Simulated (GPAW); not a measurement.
CdS (Greenockite):

```xyz
4
Lattice="4.1500 0.0000 0.0000 -2.0750 3.5940 0.0000 0.0000 0.0000 6.7370" Properties=species:S:1:pos:R:3 pbc="T T T"
Cd    2.0750    1.1980    3.3685
Cd    0.0000    2.3960    0.0000
S     2.0750    1.1980    5.8949
S     0.0000    2.3960    2.5264
```

- Program: GPAW 26.7.0
- Task: relaxation of cell and atoms
- Functional: AM05
- Dispersion: D4
- Potentials or basis: PAW data sets generated in the run's folder for this functional
- Cutoff: 600 eV
- Basis: pw
- k mesh: 5 × 5 × 3
- Occupations: fermi-dirac, width 0.05 eV
- Spin: no spin polarisation

At the start: pressure -1.8 GPa; volume 25.12 Å³/atom.

**Question.** Where does the relaxation end?

**Answer.** Over 15 steps the energy falls by 4.3 meV/atom and the volume is 24.32 Å³/atom (-3.2 %); space group P6_3mc (No. 186, to 0.05 Å).

Step by step:
```
step  energy change (eV)  largest force (eV/Å)  pressure (GPa)  volume (Å³)
   1              0.0000                0.0613           -1.77       100.48
   2             -0.0024                0.0545           -1.66       100.27
   3             -0.0065                0.0415           -1.44        99.87
   4             -0.0111                0.0234           -1.12        99.30
   5             -0.0150                0.0027           -0.71        98.61
   6             -0.0170                0.0177           -0.24        97.83
   7             -0.0166                0.0295            0.27        97.05
   8             -0.0167                0.0284            0.26        97.06
   9             -0.0167                0.0268            0.25        97.07
  10             -0.0168                0.0244            0.24        97.09
  11             -0.0169                0.0206            0.22        97.12
  12             -0.0169                0.0165            0.20        97.16
  13             -0.0170                0.0120            0.17        97.20
  14             -0.0171                0.0073            0.14        97.24
  15             -0.0171                0.0022            0.10        97.30
```

Final structure:
```xyz
4
Lattice="4.1030 0.0000 0.0000 -2.0515 3.5533 0.0000 0.0000 0.0000 6.6735" Properties=species:S:1:pos:R:3 pbc="T T T"
Cd    2.0515    1.1844    3.3315
Cd    0.0000    2.3689   -0.0053
S     2.0515    1.1844    5.8446
S     0.0000    2.3689    2.5078
```

Caveat: later steps reuse the first step's grids.
